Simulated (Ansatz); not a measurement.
**BeS (F-43m): a volume series of phonon spectra**

Wanted: mode Grüneisen parameters of BeS and a free-energy fit over volumes.

Experimental results on record:
- heat capacity C_P per formula unit 34.2 J/mol/K and bulk modulus 105 GPa near room temperature (given in “High-Throughput Prediction of Finite-Temperature Properties using the Quasi-Harmonic Approximation”, 2016, arXiv:1603.06924)

Main program and level: Ansatz 0.2.0; DFT LDA, scalar-relativistic, plane waves, PAW.

Most raw output is cut from this account.

The database entry behind the starting cell differs from later determinations by our own check (0.1 to 0.3 % short, probably kX units), so it need not match the best structure at ambient conditions.

## Step 1: The starting structure

Symmetry: F-43m, No. 216, cubic system. The conventional cell has a = 4.850 Å, b = 4.850 Å, c = 4.850 Å, α = 90.00°, β = 90.00°, γ = 90.00°. Nearest to Be lie 4 S at 2.10 Å. S has 4 Be at 2.10 Å nearest. Farther neighbours and most contacts between anions are not listed.

## Step 2: Probe on a coarse mesh

Before spending time, one coarse run tells the gap and the pressure of the starting cell.

The input, input.yaml:

```yaml
crystal:
  lattice:
    - [0.0, 2.425, 2.425]
    - [2.425, 0.0, 2.425]
    - [2.425, 2.425, 0.0]
  atoms:
    - { symbol: Be, position: [0.0, 0.0, 0.0] }
    - { symbol: S, position: [0.25, 0.25, 0.25] }
kpoints:
  mp_grid: { grid: [6, 6, 6] }
hamiltonian:
  xc: lda
scf:
  occupations: { method: gaussian, width: 0.1 }
output:
  forces: true
  stress: true
  eigenvalues: true
```

Started as:

```
$ ansatz run input.yaml --threads 4 --pin off --max-ram 8192MiB --backend cpu --events-out ev --progress --plain --runs-dir out
```

The job ended after 0.78 s (4 threads of Arm Neoverse V2, shared host; peak memory 0.25 GiB; 1.1 s of CPU time).

A gap read on the k-mesh alone can miss the band edges.

This step gave:

```
pressure          : -3.162 GPa
gap on the k-mesh : 2.896 eV
volume per atom   : 14.26 Å³
```

The start is under -3.2 GPa at this level and looks like an insulator or semiconductor on this mesh.

## Step 3: Relaxation

The vibrations must be taken about the equilibrium of this functional, not about the starting cell, so the structure is relaxed.

input.yaml, the sections that differ from step 2:

```yaml
kpoints:
  mp_grid: { grid: [8, 8, 8] }
scf:
  occupations: { method: gaussian, width: 0.02 }
output:
  forces: true
  stress: true
  eigenvalues: true
  write_density: true
  write_potential: true
  elf: true
  volumetric_format: npy
relax:
  adjacent_minimum: "off"
  f_tol: 0.005
  max_steps: 80
  cell: { stress_tol: 0.05 }
# crystal, hamiltonian: as in step 2
```

Wall time 1.2 s (4 threads); peak memory 0.29 GiB; 3.7 s of CPU time.

Relaxation path:

```csv
step,energy less that of the first step (eV),largest force component (eV/Å),pressure (GPa),volume (Å³)
1,0.0000,0.0000,-3.20,28.52
2,-0.0079,0.0000,-1.40,27.98
3,-0.0097,0.0000,0.07,27.57
4,-0.0097,0.0000,0.00,27.59
5*,-0.0096,0.0000,0.00,27.59
```

Relaxation steps marked * repeat the geometry before them on a plane-wave basis chosen anew for their cell, so energy and pressure can jump there.

Forces are held to the 24 operations that the run works with; a distortion that breaks them can't arise in this run.

```csv
"conventional cell, symmetrised",before,after,change
a (Å),4.850,4.796,-1.1 %
b (Å),4.850,4.796,-1.1 %
c (Å),4.850,4.796,-1.1 %
volume (Å³/atom),14.26,13.79,-3.3 %
```

Final coordinates:

```cif
data_structure
_symmetry_space_group_name_H-M 'P 1'
_symmetry_Int_Tables_number 1
_cell_length_a 3.3916
_cell_length_b 3.3916
_cell_length_c 3.3916
_cell_angle_alpha 60.000
_cell_angle_beta 60.000
_cell_angle_gamma 60.000
_cell_volume 27.59
loop_
_atom_site_label
_atom_site_type_symbol
_atom_site_fract_x
_atom_site_fract_y
_atom_site_fract_z
_atom_site_occupancy
Be1 Be 0.00000 0.00000 0.00000 1
S2 S 0.25000 0.25000 0.25000 1
```

Numbers from this step:

| Property | Result |
| --- | --- |
| pressure | -0.003346 GPa |
| gap on the k-mesh | 2.825 eV |
| volume per atom | 13.79 Å³ |

Electrostatic potential energy in the ac plane of a cell with a along [110], b along [-110] and c along [001] of the cube at fractional y = 0.000, with atoms of Be and S within 0.2 Å of it. With pseudopotentials it is smooth inside the atoms' cores, unlike the true potential.

Ten even steps from '0' (-34 eV) to '9' (11 eV), each cell a mean:
```
0378778730158777851
5774114765576212675
8861111688883020388
9961111699983020389
9984114899996212699
9998668999998767899
9999999999999999999
9999999999999999999
9999999999999999999
9999999999999999999
7899999987889999988
2589999852379999973
0279999720058999850
```
Columns run along a (6.8 Å; values clipped at the 3rd and 97th percentile), rows up along c (4.8 Å), edges of the conventional cell, whose origin can differ from the input's. Atoms in or near the plane, at fractional coordinates: Be at (0.50, 0.00), Be at (0.00, 0.00), S at (0.75, 0.75), S at (0.25, 0.75).

Valence density in the ac plane of a cell with a along [110], b along [-110] and c along [001] of the cube at fractional y = 0.000, with atoms of Be and S within 0.2 Å of it. It is the smooth field of the valence electrons, not physical close to the nuclei.

Values in e/Å³, 7 rows by 16 columns, each cell a mean:
```
0.2 0.4 0.6 0.8 0.8 0.8 0.5 0.3 0.2 0.4 0.6 0.8 0.8 0.8 0.5 0.3
0.2 0.4 1.0 0.8 0.5 1.1 0.6 0.2 0.2 0.4 1.0 0.8 0.5 1.1 0.6 0.2
0.1 0.2 0.6 0.9 0.9 0.7 0.3 0.1 0.1 0.2 0.6 0.9 0.9 0.7 0.3 0.1
0.0 0.1 0.1 0.2 0.3 0.2 0.1 0.0 0.0 0.1 0.1 0.2 0.3 0.2 0.1 0.0
0.1 0.1 0.1 0.0 0.0 0.0 0.1 0.1 0.1 0.1 0.1 0.0 0.0 0.0 0.1 0.1
0.2 0.1 0.1 0.0 0.0 0.1 0.1 0.2 0.2 0.1 0.1 0.0 0.0 0.1 0.1 0.2
0.1 0.2 0.2 0.2 0.2 0.2 0.2 0.2 0.1 0.2 0.2 0.2 0.2 0.2 0.2 0.2
```
Columns run along a (6.8 Å), rows up along c (4.8 Å), edges of the conventional cell, whose origin can differ from the input's. Atoms in or near the plane, at fractional coordinates: Be at (0.50, 0.00), Be at (0.00, 0.00), S at (0.75, 0.75), S at (0.25, 0.75).

ELF in the ac plane of a cell with a along [110], b along [-110] and c along [001] of the cube at fractional y = 0.000, with atoms of Be and S within 0.2 Å of it. It is the smooth field of the valence electrons, not physical close to the nuclei.

Values, 7 rows by 16 columns, each cell a mean:
```
0.16 0.65 0.88 0.82 0.78 0.87 0.80 0.32 0.16 0.65 0.88 0.82 0.78 0.87 0.80 0.32
0.31 0.74 0.83 0.41 0.22 0.73 0.83 0.48 0.31 0.74 0.83 0.41 0.22 0.73 0.83 0.48
0.10 0.41 0.71 0.69 0.66 0.73 0.56 0.19 0.10 0.41 0.71 0.69 0.66 0.73 0.56 0.19
0.03 0.08 0.28 0.49 0.54 0.38 0.14 0.04 0.03 0.08 0.28 0.49 0.54 0.38 0.14 0.04
0.10 0.07 0.04 0.05 0.05 0.04 0.06 0.09 0.10 0.07 0.04 0.05 0.05 0.04 0.06 0.09
0.24 0.18 0.09 0.04 0.03 0.06 0.14 0.22 0.24 0.18 0.09 0.04 0.03 0.06 0.14 0.22
0.04 0.14 0.34 0.38 0.38 0.37 0.23 0.06 0.04 0.14 0.34 0.38 0.38 0.37 0.23 0.06
```
Columns run along a (6.8 Å), rows up along c (4.8 Å), edges of the conventional cell, whose origin can differ from the input's. Atoms in or near the plane, at fractional coordinates: Be at (0.50, 0.00), Be at (0.00, 0.00), S at (0.75, 0.75), S at (0.25, 0.75).

The relaxation ends with a pressure of 0.00 GPa.

## Step 4: Tight relaxation

The relaxation is repeated with tighter thresholds on force and stress, since phonons are sensitive to what is left; a change of mesh or smearing in the input moves the cell too.

The input, input.yaml:

```yaml
crystal:
  lattice:
    - [0.0, 2.3982014383, 2.3982014383]
    - [2.3982014383, 0.0, 2.3982014383]
    - [2.3982014383, 2.3982014383, 0.0]
  atoms:
    - { symbol: Be, position: [0.0, 0.0, 0.0] }
    - { symbol: S, position: [0.25, 0.25, 0.25] }
kpoints:
  mp_grid: { grid: [8, 8, 8] }
hamiltonian:
  xc: lda
scf:
  occupations: { method: fixed }
output:
  forces: true
  stress: true
  eigenvalues: true
relax:
  adjacent_minimum: "off"
  f_tol: 0.001
  max_steps: 60
  cell: { stress_tol: 0.01 }
```

Wall time 0.55 s (4 threads); peak memory 0.28 GiB.

Little changed from the start: no atom moved by 0.005 Å and no cell edge by 0.1 %.

This step gave:

- pressure: -0.003343 GPa

The residual pressure is -0.0033 GPa, small enough for phonons.

## Step 5: Lattice dynamics at this volume, V/V0 1

Phonons at this volume give one point of F(V, T); meshes stay fixed along the series.

input.yaml, the sections that differ from step 4:

```yaml
output:
  eigenvalues: true
phonons:
  method: dfpt
  dielectric: true
  rigid_motions: translations
  qmesh: [4, 4, 4]
  temperatures: { t_max: 1000, t_step: 50 }
  qpath:
    path:
      - [[0.0, 0.0, 0.0], [-0.5, -0.5, 0.0], [-0.375, -0.375, 0.25]]
      - [[-0.375, 0.0, 0.375], [0.0, 0.0, 0.0], [0.0, 0.0, 0.5], [-0.5, -0.25, 0.25], [-0.5, -0.5, 0.0]]
    npoints: 10
# crystal, kpoints, hamiltonian, scf: as in step 4
# relax: removed
```

Run time: 17 s. Hardware: 4 threads; peak memory 0.56 GiB.

This step gave:

- Γ frequencies: 0, 0, 0, 592.9, 592.9, 592.9 cm⁻¹ (negative: imaginary)
- lowest frequency on the path: 0 cm⁻¹
- zero-point energy: 0.1548 eV/cell
- point group: -43m
- highest frequency: 679.8 cm⁻¹
- Debye temperature from the second moment: 843 K

LO-TO term included. The phonon branches at the labelled points (cm⁻¹):

```csv
point,branch 1,branch 2,branch 3,branch 4,branch 5,branch 6
Γ,0,0,0,593,593,680
halfway,173,173,262,562,562,677
X,230,230,378,541,541,675
halfway,227,253,369,543,543,659
U,220,294,348,547,548,628
jump to K,220,294,348,547,548,628
halfway,146,204,270,576,580,639
Γ,0,0,0,593,593,680
halfway,124,124,259,580,580,659
L,162,162,375,575,575,630
halfway,206,251,355,556,575,606
W,272,282,336,548,572,591
halfway,250,251,361,545,547,644
X,230,230,378,541,541,675
```

Tetrahedra on 24 24 24, mean over bins of 10 cm⁻¹. Table of phonon density of states by wavenumber; read off at these points:

```csv
wavenumber (cm⁻¹),phonon density of states (1/cm⁻¹/cell)
5,0
35,1.9e-4
65,7.2e-4
105,0.00212
135,0.0043
165,0.0120
195,0.0150
225,0.0199
235,0.0167
265,0.0111
295,0.00704
325,0.00742
345,0.0227
365,0.00725
395,0
425,0
455,0
495,0
525,0
555,0.0400
575,0.0641
585,0.0133
615,0.0189
625,0.0159
655,0.0104
685,2.0e-5
```

Harmonic. Thermo, by row:

```csv
T (K),F_vib (meV/atom),S (J/mol-atom/K),C_V (J/mol-atom/K)
0,77.39,0,0
50,77.35,0.354,1.162
100,76.7,2.407,5.369
150,74.7,5.375,9.473
200,71.08,8.599,12.98
250,65.79,11.8,15.72
300,58.88,14.86,17.75
350,50.43,17.71,19.25
400,40.55,20.36,20.35
450,29.36,22.81,21.18
500,16.95,25.07,21.81
550,3.4,27.17,22.3
600,-11.19,29.13,22.69
650,-26.77,30.96,23
700,-43.26,32.67,23.25
750,-60.61,34.28,23.45
800,-78.78,35.8,23.63
850,-97.71,37.24,23.77
900,-117.4,38.6,23.89
950,-137.7,39.9,24
1000,-158.7,41.13,24.09
```

Phonopy on the run's constants, 21x21x21 mesh, Gaussian sigma 5.1 cm⁻¹. The modes by wavenumber; read off at these points; values in 1/cm⁻¹/cell:

```csv
wavenumber (cm⁻¹),Be,S
0.0,8.0e-6,2.0e-5
20.0,1.6e-5,5.1e-5
40.0,4.0e-5,1.6e-4
60.0,1.6e-4,5.7e-4
80.0,2.9e-4,0.00106
100.0,4.3e-4,0.00159
120.0,6.3e-4,0.00235
140.0,0.00104,0.00396
160.0,0.00201,0.00794
180.0,0.00274,0.0110
200.0,0.00306,0.0127
220.0,0.00350,0.0149
225.5,0.0038,0.0163
240.0,0.00275,0.0123
260.0,0.00202,0.00960
280.0,0.00184,0.00891
300.0,8.1e-4,0.00503
320.0,5.4e-4,0.00583
340.0,8.2e-4,0.0198
343.2,8.2e-4,0.0206
360.0,2.8e-4,0.00963
380.0,8.9e-6,7.4e-4
400.0,0,0
420.0,0,0
440.0,0,0
460.0,0,0
480.0,0,0
500.0,0,0
520.0,4.3e-7,0
540.0,0.0130,0.00330
560.0,0.0331,0.00754
574.2,0.0452,0.0105
580.0,0.0315,0.00761
600.0,0.00696,4.1e-4
614.9,0.0168,9.0e-4
620.0,0.0159,8.5e-4
640.0,0.0111,9.1e-4
660.0,0.00898,0.00107
680.0,0.00270,4.8e-4
700.0,0,0
```

Born charge (rows field, columns displacement) (e), principal values of the symmetric part by kind of site:

```csv
atom,atoms with these values,low,middle,high,mean
Be1,1,1.54,1.54,1.54,1.54
S2,1,-1.54,-1.54,-1.54,-1.54
```

In full for Be1:

```
1.54 0.00 0.00
0.00 1.54 0.00
0.00 0.00 1.54
```

ε∞:

```
5.43 0.00 0.00
0.00 5.43 0.00
0.00 0.00 5.43
```

No LO-TO term. Modes at Γ, with each element's share of the kinetic energy:

```csv
mode,frequency (cm⁻¹),symmetry,Be %,S %
1,0.0,T2,22,78
2,0.0,T2,22,78
3,0.0,T2,22,78
4,592.9,T2,78,22
5,592.9,T2,78,22
6,592.9,T2,78,22
```

Displacements in mode 4 (592.9 cm⁻¹), the largest set to 1:
```
Be1 -0.90  1.00  0.56
S2   0.25 -0.28 -0.16
```

No mode is imaginary beyond numerical noise at the solved wavevectors.

## Step 6: A cell at another volume, V/V0 1.015

Symmetry fixes every atom, so a single point at the scaled cell gives the energy and pressure of this member.

The cell differs from the one that the last finished run ended in (a 3.392 → 3.408 Å, b 3.392 → 3.408 Å, c 3.392 → 3.408 Å).

input.yaml, the sections that differ from step 5:

```yaml
crystal:
  lattice:
    - [0.0, 2.4101329851, 2.4101329851]
    - [2.4101329851, 0.0, 2.4101329851]
    - [2.4101329851, 2.4101329851, 0.0]
  atoms:
    - { symbol: Be, position: [0.0, 0.0, 0.0] }
    - { symbol: S, position: [0.25, 0.25, 0.25] }
output:
  forces: true
  stress: true
  eigenvalues: true
  write_density: true
  write_potential: true
  elf: true
  volumetric_format: npy
# kpoints, hamiltonian, scf: as in step 5
# phonons: removed
```

Run time: 0.35 s. Hardware: 4 threads; peak memory 0.27 GiB; 0.95 s of CPU time.

This step gave:

```yaml
pressure: -1.482 GPa
gap_on_the_k_mesh: 2.858 eV
volume_per_atom: 14.00 Å³
```

Valence density in the ac plane of a cell with a along [110], b along [-110] and c along [001] of the cube at fractional y = 0.000, with atoms of Be and S within 0.2 Å of it. It is the smooth field of the valence electrons, not physical close to the nuclei.

Values in e/Å³, 7 rows by 16 columns, each cell a mean:
```
0.2 0.4 0.6 0.8 0.8 0.7 0.5 0.2 0.2 0.4 0.6 0.8 0.8 0.7 0.5 0.2
0.2 0.4 1.0 0.8 0.6 1.1 0.6 0.2 0.2 0.4 1.0 0.8 0.6 1.1 0.6 0.2
0.1 0.2 0.6 0.9 0.9 0.7 0.3 0.1 0.1 0.2 0.6 0.9 0.9 0.7 0.3 0.1
0.0 0.1 0.1 0.2 0.3 0.2 0.1 0.0 0.0 0.1 0.1 0.2 0.3 0.2 0.1 0.0
0.1 0.1 0.1 0.0 0.0 0.0 0.1 0.1 0.1 0.1 0.1 0.0 0.0 0.0 0.1 0.1
0.2 0.1 0.1 0.0 0.0 0.1 0.1 0.2 0.2 0.1 0.1 0.0 0.0 0.1 0.1 0.2
0.1 0.2 0.2 0.2 0.2 0.2 0.2 0.2 0.1 0.2 0.2 0.2 0.2 0.2 0.2 0.2
```
Columns run along a (6.8 Å), rows up along c (4.8 Å), edges of the conventional cell, whose origin can differ from the input's. Atoms in or near the plane, at fractional coordinates: Be at (0.50, 0.00), Be at (0.00, 0.00), S at (0.75, 0.75), S at (0.25, 0.75).

Electrostatic potential energy in the ac plane of a cell with a along [110], b along [-110] and c along [001] of the cube at fractional y = 0.000, with atoms of Be and S within 0.2 Å of it. With pseudopotentials it is smooth inside the atoms' cores, unlike the true potential.

Ten even steps from '0' (-34 eV) to '9' (10 eV), each cell a mean:
```
0378778730158777851
5774114765676212675
8861111688883020488
9961111699983020389
9984114899996212699
9998678999998767899
9999999999999999999
9999999999999999999
9999999999999999999
9999999999999999999
7899999987889999988
2589999852379999973
0279999720058999850
```
Columns run along a (6.8 Å; values clipped at the 3rd and 97th percentile), rows up along c (4.8 Å), edges of the conventional cell, whose origin can differ from the input's. Atoms in or near the plane, at fractional coordinates: Be at (0.50, 0.00), Be at (0.00, 0.00), S at (0.75, 0.75), S at (0.25, 0.75).

ELF in the ac plane of a cell with a along [110], b along [-110] and c along [001] of the cube at fractional y = 0.000, with atoms of Be and S within 0.2 Å of it. It is the smooth field of the valence electrons, not physical close to the nuclei.

Values, 7 rows by 16 columns, each cell a mean:
```
0.16 0.66 0.88 0.82 0.79 0.87 0.80 0.32 0.16 0.66 0.88 0.82 0.79 0.87 0.80 0.32
0.31 0.74 0.84 0.40 0.22 0.74 0.83 0.48 0.31 0.74 0.84 0.40 0.22 0.74 0.83 0.48
0.10 0.42 0.71 0.69 0.66 0.73 0.56 0.19 0.10 0.42 0.71 0.69 0.66 0.73 0.56 0.19
0.02 0.08 0.28 0.50 0.54 0.37 0.14 0.03 0.02 0.08 0.28 0.50 0.54 0.37 0.14 0.03
0.09 0.07 0.04 0.05 0.05 0.04 0.06 0.09 0.09 0.07 0.04 0.05 0.05 0.04 0.06 0.09
0.24 0.17 0.09 0.04 0.03 0.06 0.14 0.22 0.24 0.17 0.09 0.04 0.03 0.06 0.14 0.22
0.04 0.15 0.34 0.38 0.38 0.37 0.23 0.06 0.04 0.15 0.34 0.38 0.38 0.37 0.23 0.06
```
Columns run along a (6.8 Å), rows up along c (4.8 Å), edges of the conventional cell, whose origin can differ from the input's. Atoms in or near the plane, at fractional coordinates: Be at (0.50, 0.00), Be at (0.00, 0.00), S at (0.75, 0.75), S at (0.25, 0.75).

At this level the gap is 2.86 eV on the k-mesh of the self-consistent run, which can miss the band edges.

## Step 7: Phonons, V/V0 1.015

input.yaml, the sections that differ from step 6:

```yaml
output:
  eigenvalues: true
phonons:
  method: dfpt
  dielectric: true
  rigid_motions: translations
  qmesh: [4, 4, 4]
  temperatures: { t_max: 1000, t_step: 50 }
  qpath:
    path:
      - [[0.0, 0.0, 0.0], [-0.5, -0.5, 0.0], [-0.375, -0.375, 0.25]]
      - [[-0.375, 0.0, 0.375], [0.0, 0.0, 0.0], [0.0, 0.0, 0.5], [-0.5, -0.25, 0.25], [-0.5, -0.5, 0.0]]
    npoints: 10
# crystal, kpoints, hamiltonian, scf: as in step 6
```

It took 17 s on 4 threads; peak memory 0.59 GiB.

No mode is imaginary beyond numerical noise at the solved wavevectors. The highest zone-centre mode (no LO–TO term) moved by -2.1 % for a volume change of +1.5 %.

## Step 8: Single point at a scaled cell, V/V0 0.985

The cell differs from the one that the last finished run ended in (a 3.408 → 3.375 Å, b 3.408 → 3.375 Å, c 3.408 → 3.375 Å).

input.yaml, the sections that differ from step 7:

```yaml
crystal:
  lattice:
    - [0.0, 2.3861499714, 2.3861499714]
    - [2.3861499714, 0.0, 2.3861499714]
    - [2.3861499714, 2.3861499714, 0.0]
  atoms:
    - { symbol: Be, position: [0.0, 0.0, 0.0] }
    - { symbol: S, position: [0.25, 0.25, 0.25] }
output:
  forces: true
  stress: true
  eigenvalues: true
# kpoints, hamiltonian, scf: as in step 7
# phonons: removed
```

The job ended after 0.75 s (4 threads; peak memory 0.26 GiB).

The run ends at a pressure of 1.58 GPa.

## Step 9: Lattice dynamics at this volume, V/V0 0.985

input.yaml, the sections that differ from step 8:

```yaml
output:
  eigenvalues: true
phonons:
  method: dfpt
  dielectric: true
  rigid_motions: translations
  qmesh: [4, 4, 4]
  temperatures: { t_max: 1000, t_step: 50 }
  qpath:
    path:
      - [[0.0, 0.0, 0.0], [-0.5, -0.5, 0.0], [-0.375, -0.375, 0.25]]
      - [[-0.375, 0.0, 0.375], [0.0, 0.0, 0.0], [0.0, 0.0, 0.5], [-0.5, -0.25, 0.25], [-0.5, -0.5, 0.0]]
    npoints: 10
# crystal, kpoints, hamiltonian, scf: as in step 8
```

Wall time 17 s (4 threads); peak memory 0.57 GiB; 64 s of CPU time.

No mode is imaginary beyond numerical noise at the solved wavevectors. The highest zone-centre mode (no LO–TO term) moved by +2.2 % for a volume change of -1.5 %.

## Step 10: Single point at a scaled cell, V/V0 1.03

input.yaml, the sections that differ from step 9:

```yaml
crystal:
  lattice:
    - [0.0, 2.4219475513, 2.4219475513]
    - [2.4219475513, 0.0, 2.4219475513]
    - [2.4219475513, 2.4219475513, 0.0]
  atoms:
    - { symbol: Be, position: [0.0, 0.0, 0.0] }
    - { symbol: S, position: [0.25, 0.25, 0.25] }
output:
  forces: true
  stress: true
  eigenvalues: true
# kpoints, hamiltonian, scf: as in step 9
# phonons: removed
```

Elapsed: 0.29 s, on 4 threads; peak memory 0.26 GiB.

The run ends at a pressure of -2.86 GPa.

## Step 11: Lattice dynamics at this volume, V/V0 1.03

input.yaml, the sections that differ from step 10:

```yaml
output:
  eigenvalues: true
phonons:
  method: dfpt
  dielectric: true
  rigid_motions: translations
  qmesh: [4, 4, 4]
  temperatures: { t_max: 1000, t_step: 50 }
  qpath:
    path:
      - [[0.0, 0.0, 0.0], [-0.5, -0.5, 0.0], [-0.375, -0.375, 0.25]]
      - [[-0.375, 0.0, 0.375], [0.0, 0.0, 0.0], [0.0, 0.0, 0.5], [-0.5, -0.25, 0.25], [-0.5, -0.5, 0.0]]
    npoints: 10
# crystal, kpoints, hamiltonian, scf: as in step 10
```

Wall time 17 s (4 threads); peak memory 0.59 GiB.

No mode is imaginary beyond numerical noise at the solved wavevectors. The highest zone-centre mode (no LO–TO term) moved by -4.2 % for a volume change of +3.0 %.

[end of part 1 of 2]

[Logs are printed without paths, hosts, clocks, repeated set-up lines and the standing remarks that a program may print on its own settings, such as how far it seeks lower states.]

[Hosts, paths, dates, database ids (printed as entryN), source tags and the programs' standing remarks are cut or masked in the printed files.]

[A step with changed settings may run another functional than the one named; its input shows which.]

[Of the runs on displaced cells, only some may be shown.]
